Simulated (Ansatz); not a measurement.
**ZnSnN2: the cell at several levels of theory, part 1 of 2**

Aim: relax ZnSnN2 as one 8-atom ordering (P4/nmm) on the rocksalt lattice with PBE and r2SCAN and see how far the functionals disagree on the cell. This is a trial cell built on a prototype, not taken from a measured structure, and it needn't be the compound's ground state.

Code: Ansatz 0.2.0. PAW datasets, plane waves, zero pressure. (Calculated; spin-unpolarised; the phase may be known or hypothetical.)

### Step 1. The cell

This is the cell as the run starts from it, not yet at rest; its lengths are not the crystal's.

Space group P4/nmm (No. 129), tetragonal; conventional cell a = 2.881 Å, c = 8.148 Å, 8.45 Å³ an atom. Zn has 6 N at 2.04 Å; N has 5 Zn at 2.04 Å and 1 Sn at 2.04 Å; N has 5 Sn at 2.04 Å and 1 Zn at 2.04 Å; Sn has 6 N at 2.04 Å.

Structure file:

```cif
data_structure
_symmetry_space_group_name_H-M 'P4/nmm:1'
_symmetry_Int_Tables_number 129
_cell_length_a 2.8809
_cell_length_b 2.8809
_cell_length_c 8.1485
_cell_angle_alpha 90.000
_cell_angle_beta 90.000
_cell_angle_gamma 90.000
_cell_volume 67.63
loop_
_atom_site_label
_atom_site_type_symbol
_atom_site_symmetry_multiplicity
_atom_site_Wyckoff_symbol
_atom_site_fract_x
_atom_site_fract_y
_atom_site_fract_z
_atom_site_occupancy
Zn1 Zn 2 c 0.50000 0.00000 0.87500 1
N1 N 2 c 0.50000 0.00000 0.12500 1
N2 N 2 c 0.00000 0.50000 0.37500 1
Sn1 Sn 2 c 0.50000 0.00000 0.37500 1
```

### Step 2. Relaxing with PBE

Contents of input.yaml:

```yaml
crystal:
  lattice:
    - [2.8809220251, 0.0, 0.0]
    - [0.0, 2.8809220251, 0.0]
    - [0.0, 0.0, 8.148478]
  atoms:
    - { symbol: Zn, position: [0.5, 0.0, 0.875] }
    - { symbol: "N", position: [0.5, 0.0, 0.125] }
    - { symbol: Zn, position: [0.0, 0.5, 0.125] }
    - { symbol: "N", position: [0.0, 0.5, 0.375] }
    - { symbol: Sn, position: [0.5, 0.0, 0.375] }
    - { symbol: "N", position: [0.5, 0.0, 0.625] }
    - { symbol: Sn, position: [0.0, 0.5, 0.625] }
    - { symbol: "N", position: [0.0, 0.5, 0.875] }
kpoints:
  mp_grid: { grid: [8, 8, 4] }
hamiltonian:
  xc: pbe
scf:
  occupations: { method: fermi_dirac, width: 0.02 }
relax:
  f_tol: 0.005
  cell: {}
```

The run is started by

```console
> ansatz run input.yaml --threads 2 --pin off --max-ram 20275MiB --backend cpu --events-out ev --progress --plain --runs-dir out
```

Output:

```text
Engine: ansatz 0.2.0, x86_64-unknown-linux-gnu
Pseudopotentials: kind: paw
Pseudopotential: Zn, paw, valence charge 12, recommended cutoff 420 eV (normal), Zn.paw.azcp
Pseudopotential: N, paw, valence charge 5, recommended cutoff 420 eV (normal), N.paw.azcp
Pseudopotential: Sn, paw, valence charge 14, recommended cutoff 420 eV (normal), Sn.paw.azcp
Functional definition: PBE
  parameter kappa = 0.804
  parameter beta = 0.06672455060314922
  exchange = pbe_x(kappa = kappa, mu = beta*pi^2/3)
  correlation = pbe_c(beta = beta)
Crystal: 8 atoms, lattice volume = 67.630 Å³
Basis set: ecut = 420 eV, 1359 PW (Γ), exchange–correlation on 40×40×120 points (8 copies of the dense FFT grid, shifted against one another)
Bands: 44, of which v1, the nominal top of the filled ones, is band 36 counted from 1 (35 counted from 0)
Symmetry: 16 space group operations
Space group: P4/nmm (ITA 129), of the structure as read, at distance tolerance 4.1e-5 Å
k-points: 45 of 256
Non-local potential: Zn, projectors of the file, l = 0: 2, l = 1: 2, l = 2: 3, l = 3: 1
Non-local potential: N, projectors of the file, l = 0: 2, l = 1: 2, l = 2: 1
Non-local potential: Sn, projectors of the file, l = 0: 2, l = 1: 2, l = 2: 2, l = 3: 2
PAW form: soft (Blöchl's): semilocal exchange-correlation on the pseudo side does not see the compensation charge
PAW one-centre angular grid: Zn, 590 points (default); XC on 64 Gauss nodes
PAW one-centre angular grid: N, 110 points (default); XC on 64 Gauss nodes
PAW one-centre angular grid: Sn, 590 points (default); XC on 64 Gauss nodes
Initial density: superposition of atomic densities (neutral atoms: chi_scale 0, normalization atom), corrected by the library's trained network
Initial wavefunctions: pseudopotential atomic-orbital guess
Functional: x = pbe(κ = 0.804, μ = 0.2195149727645171), c = pbe(β = 0.06672455060314922)
SCF iter   1: F=—  HF=-20210.436076 eV  |F-HF|=—  |Δ(HF+E_count)|=         —  Δρ=6.68e-3  dr2=2.24e-2  ethr=1.77e-3  ⟨swp⟩=7.9  Hψ=10224  notcnv=0  defer=2
preconditioner: auto → Kerker (q_TF=auto, 2.757 Å⁻¹)  [metal: Δε(μ)=0.021 eV  Ē_g=17.458 eV  σ=0.020 eV  W_gap=0.25  n_scr=26 (ndim 8)  ℏωp=38.3 eV  f_vac=0.000  D(μ)=1.76/eV (n_scr^D=4)]
SCF iter   2: F=—  HF=-20210.429366 eV  |F-HF|=—  |Δ(HF+E_count)|=   6.71e-3  Δρ=3.20e-3  dr2=4.79e-3  ethr=3.11e-5  ⟨swp⟩=2.9  Hψ=3992  notcnv=0  defer=125
SCF iter   3: F=—  HF=-20210.427920 eV  |F-HF|=—  |Δ(HF+E_count)|=   1.45e-3  Δρ=1.23e-3  dr2=8.23e-4  ethr=6.65e-6  ⟨swp⟩=2.3  Hψ=3602  notcnv=0  defer=125
SCF iter   4: F=—  HF=-20210.427720 eV  |F-HF|=—  |Δ(HF+E_count)|=   2.00e-4  Δρ=6.24e-4  dr2=1.48e-4  ethr=1.14e-6  ⟨swp⟩=2.0  Hψ=2778  notcnv=0  defer=125
SCF iter   5: F=—  HF=-20210.427632 eV  |F-HF|=—  |Δ(HF+E_count)|=   8.79e-5  Δρ=1.92e-4  dr2=2.83e-5  ethr=2.05e-7  ⟨swp⟩=2.0  Hψ=2780  notcnv=0  defer=125
SCF iter   6: F=—  HF=-20210.427702 eV  |F-HF|=—  |Δ(HF+E_count)|=   6.95e-5  Δρ=6.89e-5  dr2=2.51e-6  ethr=3.94e-8  ⟨swp⟩=2.8  Hψ=3316  notcnv=0  defer=125
SCF iter   7: F=—  HF=-20210.427702 eV  |F-HF|=—  |Δ(HF+E_count)|=   3.55e-7  Δρ=1.36e-5  dr2=6.24e-7  ethr=3.48e-9  ⟨swp⟩=2.2  Hψ=2757  notcnv=0  defer=125
SCF iter   8: F=—  HF=-20210.427702 eV  |F-HF|=—  |Δ(HF+E_count)|=   3.23e-8  Δρ=8.53e-6  dr2=2.25e-7  ethr=8.67e-10  ⟨swp⟩=1.4  Hψ=1898  notcnv=0  defer=125
SCF iter   9: F=-20210.427701 eV  HF=-20210.427702 eV  |F-HF|=1.87e-8  |Δ(HF+E_count)|=   2.17e-8  Δρ=2.78e-6  dr2=1.89e-8  ethr=1.39e-10  ⟨swp⟩=4.9  Hψ=6852  notcnv=0
SCF 1 converged in 9 iterations: F = -20210.427701 eV  dr2 = 1.89e-8
relax step   1: F+E_penalty+E_count = -20210.42770149 eV  Δ(F+E_penalty+E_count) = +0.000e0 eV  max|allowed force component| = 6.757e0 eV/Å  Δτ_max = 0.0000 Å  P = +118.603 GPa  Ω = 67.630 Å³  (9 SCF iters, dr2 threshold 1.00e-7 eV, accepted)
Crystal: 8 atoms, lattice volume = 77.391 Å³
Basis set: ecut = 420 eV, 1477 PW (Γ), exchange–correlation on 40×40×120 points (8 copies of the dense FFT grid, shifted against one another)
Initial density: handed on by an earlier stage of this run
Initial wavefunctions: those handed on with the density
iter 1 solved again at ethr=1.65e-3 eV; its pass at ethr=3.10e-3 eV (dr2=1.19e0 eV) is discarded
SCF iter   1: F=—  HF=-20216.613504 eV  |F-HF|=—  |Δ(HF+E_count)|=         —  Δρ=3.42e-2  dr2=1.20e0  ethr=1.65e-3  ⟨swp⟩=1.3  Hψ=11252  notcnv=0
preconditioner: auto → Resta (q_TF=auto, 2.696 Å⁻¹)  ε∞=5.7  [insulator: Δε(μ)=0.152 eV  Ē_g=16.582 eV  σ=0.020 eV  W_gap=0.53  n_scr=26 (ndim 8)  ℏωp=35.8 eV  f_vac=0.000  D(μ)=1.20/eV (n_scr^D=4)  ε∞_Penn≈5.7]
SCF iter   2: F=—  HF=-20216.379258 eV  |F-HF|=—  |Δ(HF+E_count)|=   2.34e-1  Δρ=1.63e-2  dr2=2.85e-1  ethr=1.65e-3  ⟨swp⟩=2.0  Hψ=2321  notcnv=0
preconditioner: auto → Kerker (q_TF=auto, 2.696 Å⁻¹)  [metal: Δε(μ)=0.025 eV  Ē_g=16.583 eV  σ=0.020 eV  W_gap=0.30  n_scr=26 (ndim 8)  ℏωp=35.8 eV  f_vac=0.000  D(μ)=1.69/eV (n_scr^D=4)]
SCF iter   3: F=—  HF=-20216.336574 eV  |F-HF|=—  |Δ(HF+E_count)|=   4.27e-2  Δρ=4.65e-3  dr2=1.05e-2  ethr=3.96e-4  ⟨swp⟩=2.5  Hψ=3612  notcnv=0  defer=35
SCF iter   4: F=—  HF=-20216.335771 eV  |F-HF|=—  |Δ(HF+E_count)|=   8.02e-4  Δρ=2.37e-3  dr2=5.08e-3  ethr=1.46e-5  ⟨swp⟩=2.3  Hψ=3592  notcnv=0  defer=129
SCF iter   5: F=—  HF=-20216.334428 eV  |F-HF|=—  |Δ(HF+E_count)|=   1.34e-3  Δρ=1.45e-3  dr2=3.32e-3  ethr=7.06e-6  ⟨swp⟩=2.0  Hψ=2796  notcnv=0  defer=129
SCF iter   6: F=—  HF=-20216.333936 eV  |F-HF|=—  |Δ(HF+E_count)|=   4.92e-4  Δρ=4.25e-4  dr2=1.37e-4  ethr=4.61e-6  ⟨swp⟩=2.0  Hψ=2962  notcnv=0  defer=129
SCF iter   7: F=—  HF=-20216.333517 eV  |F-HF|=—  |Δ(HF+E_count)|=   4.19e-4  Δρ=1.81e-4  dr2=2.50e-5  ethr=1.90e-7  ⟨swp⟩=2.4  Hψ=2974  notcnv=0  defer=129
SCF iter   8: F=—  HF=-20216.333512 eV  |F-HF|=—  |Δ(HF+E_count)|=   4.89e-6  Δρ=2.51e-5  dr2=8.92e-7  ethr=3.47e-8  ⟨swp⟩=2.1  Hψ=2885  notcnv=0  defer=129
SCF iter   9: F=-20216.333512 eV  HF=-20216.333512 eV  |F-HF|=1.09e-7  |Δ(HF+E_count)|=   1.42e-7  Δρ=7.28e-6  dr2=1.29e-7  ethr=1.11e-9  ⟨swp⟩=4.9  Hψ=7401  notcnv=0
SCF 2 converged in 9 iterations: F = -20216.333512 eV  dr2 = 1.29e-7
relax step   2: F+E_penalty+E_count = -20216.33351186 eV  Δ(F+E_penalty+E_count) = -5.906e0 eV  max|allowed force component| = 1.953e0 eV/Å  Δτ_max = 0.0904 Å  P = +49.377 GPa  Ω = 77.391 Å³  energy of the carried Pulay correction = -5.339e-2 eV  (9 SCF iters, dr2 threshold 8.00e-7 eV, accepted)
Crystal: 8 atoms, lattice volume = 86.421 Å³
Basis set: ecut = 420 eV, 1717 PW (Γ), exchange–correlation on 40×40×120 points (8 copies of the dense FFT grid, shifted against one another)
iter 1 solved again at ethr=6.31e-4 eV; its pass at ethr=3.10e-3 eV (dr2=4.54e-1 eV) is discarded
SCF iter   1: F=—  HF=-20218.552072 eV  |F-HF|=—  |Δ(HF+E_count)|=         —  Δρ=2.18e-2  dr2=4.61e-1  ethr=6.31e-4  ⟨swp⟩=1.5  Hψ=10950  notcnv=0
preconditioner: auto → Kerker (q_TF=auto, 2.647 Å⁻¹)  [metal: Δε(μ)=0.006 eV  Ē_g=15.884 eV  σ=0.020 eV  W_gap=0.07  n_scr=26 (ndim 8)  ℏωp=33.9 eV  f_vac=0.000  D(μ)=2.37/eV (n_scr^D=18)]
SCF iter   2: F=—  HF=-20218.460333 eV  |F-HF|=—  |Δ(HF+E_count)|=   9.17e-2  Δρ=1.18e-2  dr2=1.71e-1  ethr=6.31e-4  ⟨swp⟩=2.0  Hψ=2331  notcnv=0
SCF iter   3: F=—  HF=-20218.434098 eV  |F-HF|=—  |Δ(HF+E_count)|=   2.62e-2  Δρ=3.79e-3  dr2=1.73e-2  ethr=2.38e-4  ⟨swp⟩=2.6  Hψ=3526  notcnv=0
SCF iter   4: F=—  HF=-20218.433594 eV  |F-HF|=—  |Δ(HF+E_count)|=   5.04e-4  Δρ=3.05e-3  dr2=1.48e-2  ethr=2.40e-5  ⟨swp⟩=2.2  Hψ=3593  notcnv=0  defer=62
SCF iter   5: F=—  HF=-20218.431345 eV  |F-HF|=—  |Δ(HF+E_count)|=   2.25e-3  Δρ=1.47e-3  dr2=3.81e-3  ethr=2.05e-5  ⟨swp⟩=2.0  Hψ=2273  notcnv=0  defer=99
SCF iter   6: F=—  HF=-20218.430854 eV  |F-HF|=—  |Δ(HF+E_count)|=   4.92e-4  Δρ=6.99e-4  dr2=4.02e-4  ethr=5.29e-6  ⟨swp⟩=2.0  Hψ=3113  notcnv=0  defer=111
SCF iter   7: F=—  HF=-20218.429928 eV  |F-HF|=—  |Δ(HF+E_count)|=   9.26e-4  Δρ=3.74e-4  dr2=1.56e-4  ethr=5.58e-7  ⟨swp⟩=2.1  Hψ=2891  notcnv=0  defer=111
SCF iter   8: F=—  HF=-20218.429892 eV  |F-HF|=—  |Δ(HF+E_count)|=   3.61e-5  Δρ=1.21e-4  dr2=8.61e-6  ethr=2.17e-7  ⟨swp⟩=2.0  Hψ=2988  notcnv=0  defer=111
SCF iter   9: F=-20218.429891 eV  HF=-20218.429891 eV  |F-HF|=1.98e-7  |Δ(HF+E_count)|=   2.73e-7  Δρ=2.45e-5  dr2=6.36e-7  ethr=1.11e-9  ⟨swp⟩=4.0  Hψ=8837  notcnv=0
SCF 3 converged in 9 iterations: F = -20218.429891 eV  dr2 = 6.36e-7
relax step   3: F+E_penalty+E_count = -20218.42989104 eV  Δ(F+E_penalty+E_count) = -2.096e0 eV  max|allowed force component| = 1.136e0 eV/Å  Δτ_max = 0.0620 Å  P = +14.170 GPa  Ω = 86.421 Å³  energy of the carried Pulay correction = -9.682e-2 eV  (9 SCF iters, dr2 threshold 8.00e-7 eV, accepted)
[... from here on, the SCF cycles and remarks between the steps are left out ...]
relax step   4: F+E_penalty+E_count = -20218.81055113 eV  Δ(F+E_penalty+E_count) = -3.807e-1 eV  max|allowed force component| = 6.385e-1 eV/Å  Δτ_max = 0.0628 Å  P = +2.561 GPa  Ω = 90.832 Å³  energy of the carried Pulay correction = -1.163e-1 eV  (7 SCF iters, dr2 threshold 8.00e-7 eV, accepted)
relax step   5: F+E_penalty+E_count = -20218.87204275 eV  Δ(F+E_penalty+E_count) = -6.149e-2 eV  max|allowed force component| = 4.054e-1 eV/Å  Δτ_max = 0.0419 Å  P = -0.258 GPa  Ω = 92.097 Å³  energy of the carried Pulay correction = -1.216e-1 eV  (6 SCF iters, dr2 threshold 8.00e-7 eV, accepted)
relax step   6: F+E_penalty+E_count = -20218.88304422 eV  Δ(F+E_penalty+E_count) = -1.100e-2 eV  max|allowed force component| = 2.010e-1 eV/Å  Δτ_max = 0.0134 Å  P = -0.282 GPa  Ω = 92.096 Å³  energy of the carried Pulay correction = -1.216e-1 eV  (6 SCF iters, dr2 threshold 8.00e-7 eV, accepted)
relax step   7: F+E_penalty+E_count = -20218.88542540 eV  Δ(F+E_penalty+E_count) = -2.381e-3 eV  max|allowed force component| = 5.753e-2 eV/Å  Δτ_max = 0.0045 Å  P = -0.036 GPa  Ω = 91.968 Å³  energy of the carried Pulay correction = -1.211e-1 eV  (7 SCF iters, dr2 threshold 8.00e-7 eV, accepted)
relax step   8: F+E_penalty+E_count = -20218.88611748 eV  Δ(F+E_penalty+E_count) = -6.921e-4 eV  max|allowed force component| = 2.080e-2 eV/Å  Δτ_max = 0.0056 Å  P = +0.013 GPa  Ω = 91.936 Å³  energy of the carried Pulay correction = -1.210e-1 eV  (6 SCF iters, dr2 threshold 2.07e-7 eV, accepted)
relax step   9: F+E_penalty+E_count = -20218.88612889 eV  Δ(F+E_penalty+E_count) = -1.141e-5 eV  max|allowed force component| = 1.177e-2 eV/Å  Δτ_max = 0.0015 Å  P = -0.034 GPa  Ω = 91.954 Å³  energy of the carried Pulay correction = -1.210e-1 eV  (6 SCF iters, dr2 threshold 1.01e-7 eV, accepted)
relax step  10: F+E_penalty+E_count = -20218.88620683 eV  Δ(F+E_penalty+E_count) = -7.794e-5 eV  max|allowed force component| = 1.586e-4 eV/Å  Δτ_max = 0.0006 Å  P = -0.000 GPa  Ω = 91.939 Å³  energy of the carried Pulay correction = -1.210e-1 eV  (6 SCF iters, dr2 threshold 1.09e-8 eV, accepted)
relax step  11: F+E_penalty+E_count = -20219.25379630 eV  Δ(F+E_penalty+E_count) = -3.676e-1 eV  max|allowed force component| = 3.006e-2 eV/Å  Δτ_max = 0.0000 Å  P = +3.840 GPa  Ω = 91.939 Å³  stress off target by 4.30e0 GPa  SCF on the basis re-selected at this cell (its energy is not comparable with the rows above)  (9 SCF iters)
relax step  12: F+E_penalty+E_count = -20219.26975411 eV  Δ(F+E_penalty+E_count) = -1.596e-2 eV  max|allowed force component| = 5.765e-2 eV/Å  Δτ_max = 0.0073 Å  P = -0.139 GPa  Ω = 94.121 Å³  energy of the carried Pulay correction = -8.624e-3 eV  (7 SCF iters, dr2 threshold 8.00e-7 eV, accepted)
relax step  13: F+E_penalty+E_count = -20219.27070428 eV  Δ(F+E_penalty+E_count) = -9.502e-4 eV  max|allowed force component| = 9.267e-3 eV/Å  Δτ_max = 0.0056 Å  P = -0.010 GPa  Ω = 94.059 Å³  energy of the carried Pulay correction = -8.360e-3 eV  (6 SCF iters, dr2 threshold 2.08e-7 eV, accepted)
relax step  14: F+E_penalty+E_count = -20219.27073679 eV  Δ(F+E_penalty+E_count) = -3.250e-5 eV  max|allowed force component| = 7.013e-4 eV/Å  Δτ_max = 0.0006 Å  P = -0.000 GPa  Ω = 94.054 Å³  energy of the carried Pulay correction = -8.342e-3 eV  (6 SCF iters, dr2 threshold 5.37e-9 eV, accepted)
iter 1 solved again at ethr=1.80e-7 eV; its pass at ethr=3.10e-3 eV (dr2=1.30e-4 eV) is discarded
SCF iter   1: F=—  HF=-20219.278662 eV  |F-HF|=—  |Δ(HF+E_count)|=         —  Δρ=2.71e-4  dr2=3.79e-6  ethr=1.80e-7  ⟨swp⟩=3.1  Hψ=13990  notcnv=0
preconditioner: auto → Resta (q_TF=auto, 2.609 Å⁻¹)  ε∞=5.5  [insulator: Δε(μ)=0.049 eV  Ē_g=15.305 eV  σ=0.020 eV  W_gap=0.54  n_scr=26 (ndim 8)  ℏωp=32.5 eV  f_vac=0.000  D(μ)=1.27/eV (n_scr^D=4)  ε∞_Penn≈5.5]
SCF iter   2: F=—  HF=-20219.278930 eV  |F-HF|=—  |Δ(HF+E_count)|=   2.69e-4  Δρ=1.45e-4  dr2=2.02e-6  ethr=5.26e-9  ⟨swp⟩=2.0  Hψ=3373  notcnv=0
SCF iter   3: F=—  HF=-20219.278997 eV  |F-HF|=—  |Δ(HF+E_count)|=   6.69e-5  Δρ=3.94e-5  dr2=8.12e-8  ethr=2.80e-9  ⟨swp⟩=2.0  Hψ=2878  notcnv=0
SCF iter   4: F=—  HF=-20219.279003 eV  |F-HF|=—  |Δ(HF+E_count)|=   5.47e-6  Δρ=4.77e-6  dr2=1.65e-8  ethr=1.13e-10  ⟨swp⟩=2.0  Hψ=3156  notcnv=0
SCF iter   5: F=—  HF=-20219.279003 eV  |F-HF|=—  |Δ(HF+E_count)|=   3.18e-9  Δρ=1.13e-6  dr2=4.16e-10  ethr=2.29e-11  ⟨swp⟩=2.0  Hψ=2924  notcnv=0
SCF iter   6: F=-20219.279003 eV  HF=-20219.279003 eV  |F-HF|=2.98e-10  |Δ(HF+E_count)|=   1.07e-9  Δρ=3.77e-7  dr2=3.36e-11  ethr=1.00e-12  ⟨swp⟩=5.2  Hψ=7971  notcnv=0
SCF 15 converged in 6 iterations: F = -20219.279003 eV  dr2 = 3.36e-11
relax step  15: F+E_penalty+E_count = -20219.27900270 eV  Δ(F+E_penalty+E_count) = -8.266e-3 eV  max|allowed force component| = 1.086e-3 eV/Å  Δτ_max = 0.0000 Å  P = -0.018 GPa  Ω = 94.054 Å³  stress off target by 2.57e-2 GPa  SCF on the basis re-selected at this cell (its energy is not comparable with the rows above)  (6 SCF iters)
basis re-selected at this cell: Δ(F+E_penalty+E_count) = -8.266e-3 eV, ΔP = -0.017 GPa vs the last step (what re-selecting the basis moved, of the pressure what is left beyond the Pulay correction that the steps carried, after the strain that the cell walked since its last selection, with what the two solves' SCF thresholds leave and, on support functions, any second-order correction that the steps lacked; it is no measure of the basis error at this ecutwfc). This SCF's stress stands 2.57e-2 GPa from its target on what of the cell is left free (relax.cell.stress_tol is 5.00e-2 GPa) and its largest allowed force component is 1.09e-3 eV/Å (relax.f_tol is 5.00e-3 eV/Å): within both
SCF converged after 6 iterations
Free energy (F): -20219.279003 eV
Harris-Foulkes:  -20219.279003 eV  (|F-HF|=2.98e-10)
Internal energy: -20219.277236 eV  (E = F + TS)
E sigma→0 (E₀):  -20219.278119 eV
Entropy (-TS):   -0.001767 eV (-0.221 meV/atom)
Fermi energy:    12.876543 eV
--- Per-component energies (eV) ---
  E_band       = 148.288868
  E_kinetic    = 1154.261394
  E_local      = -4809.800101  (includes V_loc(G=0)·N_el)
  E_nonlocal   = 1359.208118
  E_hartree    = 2327.921550
  E_xc         = -1273.923915
  E_vxc        = -595.591840  (∫ρ·V_xc dr)
  E_paw        = -12458.888269  (= ΣΔE_a)
  E_vpaw       = -1615.631656  (= ΣTr[D̂ρ^β])
  E_aug_tail   = -0.000390  (compensation charges beyond the density's cutoff)
  E_ewald      = -6518.055624
  E_smearing   = -0.001767  (= −TS)
  E_closure    = 0.000000  (closes the sum)
  Σ components = -20219.279003   (vs F -20219.279003, Δ=0.00e0)
--- Forces (eV/Å), atoms counted from 1 ---
  atom   1  Zn     0.00000000     0.00000000     0.00024701
  atom   2  N      0.00000000     0.00000000    -0.00107122
  atom   3  Zn     0.00000000     0.00000000    -0.00024701
  atom   4  N      0.00000000     0.00000000    -0.00108562
  atom   5  Sn    -0.00000000     0.00000000     0.00029635
  atom   6  N      0.00000000     0.00000000     0.00108562
  atom   7  Sn    -0.00000000     0.00000000    -0.00029635
  atom   8  N      0.00000000     0.00000000     0.00107122
  max |Σ_I F_I| component: 2.17e-19 eV/Å
--- Stress (GPa, compression-positive) ---
       -0.025663       0.000000       0.000000
        0.000000      -0.025663       0.000000
        0.000000       0.000000      -0.001563
  P = ⅓ Tr σ = -0.0176 GPa (-0.176 kbar)
--- Relaxed structure (13 steps of the walk, 13 accepted, 2 SCFs on fresh bases) ---
  F+E_penalty+E_count = -20219.27900270 eV   max|allowed force component| = 1.086e-3 eV/Å   (the final SCF, on the basis selected at the relaxed cell)
  cell:  # Å, volume = 94.0543 Å³
    - [3.193128523059997, -6.755993817142374e-34, 0.0]
    - [-6.277222601754333e-35, 3.193128523059997, 0.0]
    - [0.0, 0.0, 9.224561266056552]
  atoms:
    - { symbol: Zn, position: [0.5, -2.978598062092586e-36, 0.9008311536432876] }
    - { symbol: N, position: [0.5, -1.901406434157748e-36, 0.13377427932190655] }
    - { symbol: Zn, position: [-5.455322752079155e-36, 0.5, 0.09916884635671262] }
    - { symbol: N, position: [-5.954339934262611e-35, 0.5, 0.3975413260750154] }
    - { symbol: Sn, position: [0.5, 7.630107364538518e-36, 0.35941638634327755] }
    - { symbol: N, position: [0.5, -3.345822480706821e-37, 0.6024586739249848] }
    - { symbol: Sn, position: [5.176640221064192e-35, 0.5, 0.6405836136567225] }
    - { symbol: N, position: [2.049520282998773e-35, 0.5, 0.8662257206780936] }
```

Run time: 44 s. Hardware: 2 threads of AMD EPYC 7R13 (Zen 3), shared host; peak memory 0.7 GiB.

The steps:

```tsv
step	energy change (meV/atom)	largest force (eV/Å)	pressure (GPa)	volume (Å³/atom)
1	0.0	6.7573	118.60	8.454
2	-738.2	1.9530	49.38	9.674
3	-1000.3	1.1364	14.17	10.803
4	-1047.9	0.6385	2.56	11.354
5	-1055.5	0.4054	-0.26	11.512
6	-1056.9	0.2010	-0.28	11.512
7	-1057.2	0.0575	-0.04	11.496
8	-1057.3	0.0208	0.01	11.492
9	-1057.3	0.0118	-0.03	11.494
10	-1057.3	0.0002	0.00	11.492
11	-1103.3	0.0301	3.84	11.492
12	-1105.3	0.0576	-0.14	11.765
13	-1105.4	0.0093	-0.01	11.757
14	-1105.4	0.0007	0.00	11.757
15	-1106.4	0.0011	-0.02	11.757
```

Steps 11, 15 solve the same cell on a plane-wave basis chosen anew, so the energy can jump there without a move.

The table lists every geometry solved, with passes on a fresh basis, whose energies don't compare exactly with the rows above.

|  | before | after | change |
| --- | --- | --- | --- |
| a (Å) | 2.881 | 3.193 | +10.84 % |
| c (Å) | 8.148 | 9.225 | +13.21 % |
| volume (Å³/atom) | 8.454 | 11.757 | +39.07 % |
| shortest distance (Å) | 2.037 | 2.081 | +2.18 % |
| space group | P4/nmm | P4/nmm | same |

(Continued in part 2 of 2.)
